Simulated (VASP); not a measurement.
# KCl (Sylvite) in VASP: a series of runs, part 2 of 2

VASP 6.6.1. The steps go on from the part before.

### 6 Single point, PBEsol

This run uses another cell than the first one, of 30.84 Å³/atom, 1.208 times its volume.

INCAR reads:

```
SYSTEM = KCl
PREC = Accurate ; ENCUT = 500
EDIFF = 1E-6 ; ISMEAR = -1
SIGMA = 0.05 ; LREAL = .False.
LASPH = .True. ; NELM = 120
ALGO = Normal ; ISIF = 2
LWAVE = .False. ; LCHARG = .True.
GGA = PS ; LELF = .True.
LVHAR = .True. ; NBANDS = 15
GGA_COMPAT = .False.
```

KPOINTS reads:

```
Automatic mesh
0
Gamma
  6 6 6
  0 0 0
```

POSCAR reads:

```
KCl
1.0
    0.0000000000      3.1464700000      3.1150053000
    3.1464700000      0.0000000000      3.1150053000
    3.1464700000      3.1464700000      0.0000000000
K Cl
1 1
Direct
    0.0000000000      0.0000000000      0.0000000000
    0.5000000000      0.5000000000      0.5000000000
```

Potentials or basis: VASP PAW PBE potentials, release 64 (K_sv, Cl).

On the command line:

```bash
> cat potpaw_PBE.64/K_sv/POTCAR potpaw_PBE.64/Cl/POTCAR > POTCAR
> mpirun -np 1 vasp_std > vasp.out
```

OUTCAR:

```text
SYSTEM = KCl
   PREC = Accurate
   ENCUT = 500
   EDIFF = 1E-6
   ISMEAR = -1
   LREAL = .False.
   LASPH = .True.
   NELM = 120
   ISIF = 2
   GGA = PS

 ion  position               nearest neighbor table
   1  0.000  0.000  0.000-   2 3.12   2 3.12   2 3.15   2 3.15   2 3.15   2 3.15
   2  0.500  0.500  0.500-   1 3.12   1 3.12   1 3.15   1 3.15   1 3.15   1 3.15

  LATTYP: Found a body centered tetragonal cell.
 ALAT       =     4.4497805476
 C/A-ratio  =     1.4000714267

  Lattice vectors:

 A1 = (   0.0000000000,  -3.1464700000,  -3.1150053000)
 A2 = (   0.0000000000,   3.1464700000,  -3.1150053000)
 A3 = (   3.1464700000,   0.0000000000,   3.1150053000)

Analysis of symmetry for initial positions (statically):
=====================================================================
 Subroutine PRICEL returns:
 Original cell was already a primitive cell.

 Routine SETGRP: Setting up the symmetry group for a
 body centered tetragonal supercell.

 Subroutine GETGRP returns: Found 16 space group operations
 (whereof 16 operations were pure point group operations)
 out of a pool of 16 trial point group operations.

The static configuration has the point symmetry D_4h.

Analysis of symmetry for dynamics (positions and initial velocities):
=====================================================================
 Subroutine PRICEL returns:
 Original cell was already a primitive cell.

 Routine SETGRP: Setting up the symmetry group for a
 body centered tetragonal supercell.

 Subroutine GETGRP returns: Found 16 space group operations
 (whereof 16 operations were pure point group operations)
 out of a pool of 16 trial point group operations.

The dynamic configuration has the point symmetry D_4h.

 Subroutine INISYM returns: Found 16 space group operations
 (whereof 16 operations are pure point group operations),
 and found     1 'primitive' translations

----------------------------------------------------------------------------------------

                                     Primitive cell

  volume of cell :      61.6788

  direct lattice vectors                    reciprocal lattice vectors
     0.000000000  3.146470000  3.115005300    -0.158908237  0.158908237  0.160513371
     3.146470000  0.000000000  3.115005300     0.158908237 -0.158908237  0.160513371
     3.146470000  3.146470000  0.000000000     0.158908237  0.158908237 -0.160513371

  length of vectors
     4.427587546  4.427587546  4.449780548     0.276166974  0.276166974  0.276166974

  position of ions in fractional coordinates (direct lattice)
     0.000000000  0.000000000  0.000000000
     0.500000000  0.500000000  0.500000000

  ion indices of the primitive-cell ions
   primitive index   ion index
                 1           1
                 2           2

----------------------------------------------------------------------------------------

 KPOINTS: Automatic mesh

Automatic generation of k-mesh.
 Grid dimensions read from file:
 generate k-points for:    6    6    6

 Generating k-lattice:
[... 22 lines left out ...]
  0.500000 -0.000000  0.000000      4.000000
  0.166667  0.166667  0.000000      2.000000
  0.333333  0.166667  0.000000      8.000000
[... 16 lines left out ...]
  0.333333  0.000000  0.333333      4.000000
  0.500000 -0.000000  0.333333     16.000000
 [... further k-points ...]
   k-points           NKPTS =     30   k-points in BZ     NKDIM =     30   number of bands    NBANDS=     15
   number of dos      NEDOS =    301   number of ions     NIONS =      2
   total plane-waves  NPLWV =  32768
   dimension x,y,z NGX =    32 NGY =   32 NGZ =   32
   dimension x,y,z NGXF=    64 NGYF=   64 NGZF=   64
   ions per type =               1   1
   NGX,Y,Z   is equivalent  to a cutoff of  12.02, 12.02, 11.96 a.u.
   NGXF,Y,Z  is equivalent  to a cutoff of  24.03, 24.03, 23.91 a.u.
 SYSTEM =  KCl
   PREC   = accura    normal or accurate (medium, high low for compatibility)
   ISTART =      0    job   : 0-new  1-cont  2-samecut
   ICHARG =      2    charge: 1-file 2-atom 10-const
   ISPIN  =      1    spin polarized calculation?
   LNONCOLLINEAR =      F non collinear calculations
   LSORBIT =      F    spin-orbit coupling
   LASPH  =      T    aspherical Exc in radial PAW
   ENCUT  =  500.0 eV  36.75 Ry    6.06 a.u.   8.07  8.07  8.11*2*pi/ulx,y,z
   NELM   =    120;   NELMIN=  2; NELMDL= -5     # of ELM steps
   EDIFF  = 0.1E-05   stopping-criterion for ELM
   LREAL  =      F    real-space projection
   EDIFFG = 0.1E-04   stopping-criterion for IOM
   NSW    =      0    number of steps for IOM
   IBRION =     -1    ionic relax: 0-MD 1-quasi-New 2-CG
   NFREE  =      0    steps in history (QN), initial steepest desc. (CG)
   ISIF   =      2    stress and relaxation
   ISYM   =      2    0-nonsym 1-usesym 2-fastsym
   POTIM  = 0.5000    time-step for ionic-motion
   TEBEG  =    0.0;   TEEND  =   0.0 temperature during run
   PSTRESS=    0.0 pullay stress
   NELECT =      16.0000    total number of electrons
   NUPDOWN=      -1.0000    fix difference up-down
   EMIN   =  10.00;   EMAX   =-10.00  energy-range for DOS
   EFERMI =   0.00;   METHOD = LEGACY
   ISMEAR =    -1;   SIGMA  =   0.05  broadening in eV -4-tet -1-fermi 0-gaus
   EFERMI_NEDOS =   21; number of points for ismear=-14 and -15
   IALGO  =     38    algorithm
   IMIX   =      4    mixing-type and parameters
     AMIX     =   0.40;   BMIX     =  1.00
     AMIX_MAG =   1.60;   BMIX_MAG =  1.00
  volume/ion in A,a.u.               =      30.84       208.11
  Fermi-wavevector in a.u.,A,eV,Ry     =   1.044086  1.973036 14.831916  1.090115
  Thomas-Fermi vector in A             =   2.178823
   LORBIT       =      0    0 simple, 1 ext, 2 COOP (PROOUT), +10 PAW based schemes
   GGA     = PS    functional components
   LHFCALC =     F    Hartree Fock is set to
   AEXX    =    0.0000 exact exchange contribution
   IVDW    =     0    specifies the selected vdW correction
   LEPSILON=     F    determine dielectric tensor
   LRPA    =     F    only Hartree local field effects (RPA)
 non-spin polarized calculation
  energy-cutoff  :      500.00
  volume of cell :       61.68
 maximum number of plane-waves:      1588
   NGX = 17   NGY = 17   NGZ = 17

 number of electron      16.0000001 magnetization

 Free energy of the ion-electron system (eV)
  ---------------------------------------------------
  ext. energy  EPLUGINS =         0.00000000
  ---------------------------------------------------
  free energy    TOTEN  =        -7.02244241 eV

  energy without entropy =       -7.02244241  energy(sigma->0) =       -7.02244241

 E-fermi :  -0.7909     XC(G=0):  -7.7636

 val. band max:       -1.8608724765   @ k =   0.0000   0.0000   0.0000
 cond. band min:       3.1879209610   @ k =   0.0000   0.0000   0.0000
 fundamental gap:      5.0487934375
 Fermi energy:        -0.7909373854

 k-point     1 :       0.0000    0.0000    0.0000
  band No.  band energies     occupation
      1     -28.8860      2.00000
      2     -13.9690      2.00000
      3     -12.4129      2.00000
      4     -12.4124      2.00000
      5     -12.4124      2.00000
      6      -1.8683      2.00000
      7      -1.8683      2.00000
      8      -1.8609      2.00000
      9       3.1879      0.00000
     10       6.4105      0.00000
     11       6.4105      0.00000
     12       6.4774      0.00000
     13       7.3001      0.00000
     14       7.3493      0.00000
[... 401 lines left out ...]
      2     -13.9487      2.00000
      3     -12.5172      2.00000
      4     -12.4594      2.00000
      5     -12.3986      2.00000
      6      -2.5667      2.00000
      7      -2.2358      2.00000
      8      -2.1214      2.00000
      9       4.9758      0.00000
     10       6.4157      0.00000
     11       7.9308      0.00000
     12       8.5628      0.00000
     13       8.7251      0.00000
     14       9.4995      0.00000
     15       9.9796      0.00000

 [... further k-points ...]

------------------------ aborting loop because EDIFF is reached ----------------------------------------

  FORCE on cell =-STRESS in cart. coord.  units (eV):
  Direction    XX          YY          ZZ          XY          YZ          ZX
  --------------------------------------------------------------------------------------
  -------------------------------------------------------------------------------------
  Total       -0.1248881     -0.1248881      0.0135475      0.0000000      0.0000000     -0.0000000
  in kB       -3.2441112     -3.2441112      0.3519126      0.0000000      0.0000000     -0.0000000
  external PRESSURE =      -2.0454366 kB  Pullay stress =       0.0000000 kB

 VOLUME and BASIS-vectors are now :
 -----------------------------------------------------------------------------
  energy-cutoff  :      500.00
  volume of cell :       61.68
      direct lattice vectors                 reciprocal lattice vectors
     0.000000000  3.146470000  3.115005300    -0.158908237  0.158908237  0.160513371
     3.146470000  0.000000000  3.115005300     0.158908237 -0.158908237  0.160513371
     3.146470000  3.146470000  0.000000000     0.158908237  0.158908237 -0.160513371

 POSITION                                       TOTAL-FORCE (eV/Angst)
 -----------------------------------------------------------------------------------
      0.00000      0.00000      0.00000         0.000000     -0.000000      0.000000
      3.14647      3.14647      3.11501        -0.000000      0.000000      0.000000
 -----------------------------------------------------------------------------------
    total drift:                                0.000000     -0.000000     -0.000000

  FREE ENERGIE OF THE ION-ELECTRON SYSTEM (eV)
  ---------------------------------------------------
  free  energy   TOTEN  =        -7.0224424110 eV

  energy  without entropy=       -7.0224424110  energy(sigma->0) =       -7.02244241
```

OSZICAR:

```text
N       E                     dE             d eps       ncg     rms          rms(c)
DAV:   1     0.967138949827E+02    0.96714E+02   -0.68830E+03   900   0.922E+02
DAV:   2    -0.129214923718E+01   -0.98006E+02   -0.91867E+02  1174   0.234E+02
DAV:   3    -0.704677230069E+01   -0.57546E+01   -0.57278E+01  1243   0.501E+01
DAV:   4    -0.726820139234E+01   -0.22143E+00   -0.22137E+00  1354   0.877E+00
DAV:   5    -0.726966765482E+01   -0.14663E-02   -0.14662E-02  1264   0.797E-01    0.327E+00
DAV:   6    -0.702511027480E+01    0.24456E+00   -0.34739E-01  1124   0.316E+00    0.268E+00
DAV:   7    -0.701152999367E+01    0.13580E-01   -0.79435E-02  1222   0.168E+00    0.154E+00
DAV:   8    -0.702139529790E+01   -0.98653E-02   -0.14679E-02  1204   0.892E-01    0.195E-01
DAV:   9    -0.702188375115E+01   -0.48845E-03   -0.72125E-04  1138   0.168E-01    0.924E-02
DAV:  10    -0.702243309577E+01   -0.54934E-03   -0.55441E-04   970   0.145E-01    0.235E-02
DAV:  11    -0.702243993592E+01   -0.68402E-05   -0.23469E-05  1217   0.288E-02    0.166E-02
DAV:  12    -0.702244233416E+01   -0.23982E-05   -0.73636E-06  1040   0.147E-02    0.584E-03
DAV:  13    -0.702244241102E+01   -0.76860E-07   -0.65564E-07   760   0.542E-03
   1 F= -.70224424E+01 E0= -.70224424E+01  d E =-.549133E-10
```

stdout:

```text
POSCAR found type information on POSCAR K Cl
 POSCAR found :  2 types and       2 ions
 scaLAPACK will be used
 -----------------------------------------------------------------------------
|                                                                             |
|                                                                             |
|     You enforced a specific xc type in the INCAR file but a different       |
|     I HOPE YOU KNOW WHAT YOU ARE DOING!                                     |
|                                                                             |
 -----------------------------------------------------------------------------

 LDA part: xc-table for (Slater+PW92), standard interpolation
 POSCAR, INCAR and KPOINTS ok, starting setup
 FFT: planning ... GRIDC
 FFT: planning ... GRID_SOFT
 FFT: planning ... GRID
 WAVECAR not read
 entering main loop
```

Run time: 8.4 s. Hardware: 1 thread of Intel Xeon 6975P-C (Granite Rapids), shared host; peak memory 0.18 GiB.

Results:

```yaml
Free_energy: -7.0224 eV
Pressure: -0.2 GPa
Band_gap_on_the_k_mesh: 5.05 eV, direct
```

Caveat: the PAW data sets were made with another functional, which shifts forces and pressure a little.

### 7 Summary

| cell | k mesh | gap on the mesh (eV) | pressure (GPa) |
| --- | --- | --- | --- |
| a = 4.165 Å, angles 60.0°, 2 atoms | 7 × 7 × 7 | 5.73 | 5.1 |
| a = 4.289 Å, angles 60.0°, 2 atoms | 7 × 7 × 7 | 5.40 | 2.1 |
| a = 4.414 Å, angles 60.0°, 2 atoms | 7 × 7 × 7 | 5.10 | 0.0 |
| a = 4.406, b = 4.406, c = 4.450 Å, angles 59.7, 59.7, 60.7°, 2 atoms | 6 × 6 × 6 | 5.07 | 0.0 |
| a = 4.428, b = 4.428, c = 4.450 Å, angles 59.8, 59.8, 60.3°, 2 atoms | 6 × 6 × 6 | 5.05 | -0.2 |

Alike in all rows: task single point; level PBEsol; potentials or basis VASP PAW PBE potentials, release 64 (K_sv, Cl); no spin polarisation; cutoff (eV) 500; smearing fermi-dirac 0.05 eV.

Caveats: the PAW data sets were made with another functional, which shifts forces and pressure a little.

Total energies depend on the potentials used, so only differences within one code and one set of settings carry meaning.

### 8 Comparison with measurements

Step 3. Measured gap of KCl: 8.68 eV (a printed reference work, monograph). This calculation gives 5.40 eV (-3.28 eV). The value is that of PBEsol, without temperature or zero-point motion. Semilocal functionals fall short of measured gaps as a rule.

Step 4. Measured gap of KCl: 8.68 eV (a printed reference work, monograph). This calculation gives 5.10 eV (-3.58 eV). The value is that of PBEsol on a finite k mesh, which can miss the band edges, without temperature or zero-point motion. Semilocal functionals fall short of measured gaps as a rule.
